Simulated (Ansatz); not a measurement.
**MgO at 50 GPa: from Born charge to LO–TO splitting and polaron coupling**

Method: Ansatz 0.2.0, DFT PBEsol, scalar-relativistic, plane waves, PAW. Plane waves to 420 eV; Γ-centred k mesh 10×10×10; fixed occupations. No spin polarisation. Phonons by linear response, acoustic sum rule imposed.

The cell, relaxed at 50 GPa:
```
Mg O
1.0
     0.00000    1.96652    1.96652
     1.96652    0.00000    1.96652
     1.96652    1.96652    0.00000
Mg O
1 1
Direct
  0.00000 0.00000 0.00000
  0.50000 0.50000 0.50000
```

Other phases may be more stable at this pressure.

Linear response gives ν_TO = 589.7 cm⁻¹, Born charges ±1.896 e (positive on Mg) and ε∞ = 3.061. The primitive cell holds 15.210 Å³, and the masses are 24.305 and 15.999 amu.

Q: Find ν_LO and the static dielectric constant.

A: The long-wave field adds a restoring force: ω_LO² − ω_TO² = Z*²e²/(ε_vac ε∞ μV). In these units ν_LO² − ν_TO² = 4.92064×10⁷ Z*²/(μ V ε∞) cm⁻², with μ = m₁m₂/(m₁ + m₂) = 9.648 amu: 393809 cm⁻². So ν_LO = √(589.7² + 393809) = 861.1 cm⁻¹, and the run gives 861.2. Lyddane–Sachs–Teller then gives ε0 = ε∞ (ν_LO/ν_TO)² = 6.53, against 6.53 in the run (it forms both from the same three quantities, so the match checks the arithmetic only). Between ν_TO and ν_LO the dielectric function is negative and an undamped crystal reflects fully: a reststrahlen band from 11.6 to 17.0 μm.

Q: What do the Clausius–Mossotti polarisability and the Szigeti charge come to?

A: With the Lorentz local field, α = (3V/4π)(ε∞ − 1)/(ε∞ + 2) = 1.48 Å³ for the pair, and e_S = 3Z*/(ε∞ + 2) = 1.12 e. The Born charge includes the electrons' response to the dipole's own local field, and e_S takes that enhancement out. The Lorentz field assumes point-like polarisable ions, a fair picture at this small ε∞.

Q: How strongly does a slow electron couple to the LO mode?

A: For one isotropic parabolic band, Fröhlich's constant is α_F = (1/ε∞ − 1/ε0) √(m* Ry/ħω_LO), with Ry = 13.606 eV, ħω_LO = 106.8 meV and m* in free-electron masses: α_F = 0.1735 × 11.29 × √m* = 1.96 √m*. The band mass isn't part of this run; for m* = 0.1, 0.3 and 1 it gives 0.62, 1.07, 1.96. In weak coupling the polaron lies α_F ħω_LO below the band edge (115 meV at m* = 0.3) with a mass m*(1 + α_F/6); past α_F of about 5 or 6 that expansion fails. A semilocal functional's ε∞ tends to be too large, which taken alone lowers α_F.

Cost: 1 run of about 0.3 core-minutes, on AMD EPYC (Zen 3) (shared hosts).

The Born charge of ±1.896 e lies close to the nominal ionic value, as expected for closed-shell Mg²⁺ and O²⁻ with little charge transfer as the ions move. This nearly full charge and weak electronic screening help the macroscopic field supply more than half of the LO restoring force, and the lattice more than doubles the dielectric constant. Even so, ε0 = 6.53 is well below the familiar ambient-pressure value. The probable reason is that compression strengthens the short-range overlap repulsion and stiffens the TO mode, so the ions yield less to a static field. The smaller Szigeti charge suggests that overlap also distorts the oxygen shell, beyond what rigid ions would show.

For a light conduction electron, in a band of largely s character, the coupling constants point to a large, mobile polaron rather than self-trapping. They don't carry over to holes, whose O 2p bands are degenerate and flatter, and where short-range lattice distortion can matter as much as the long-range LO field.
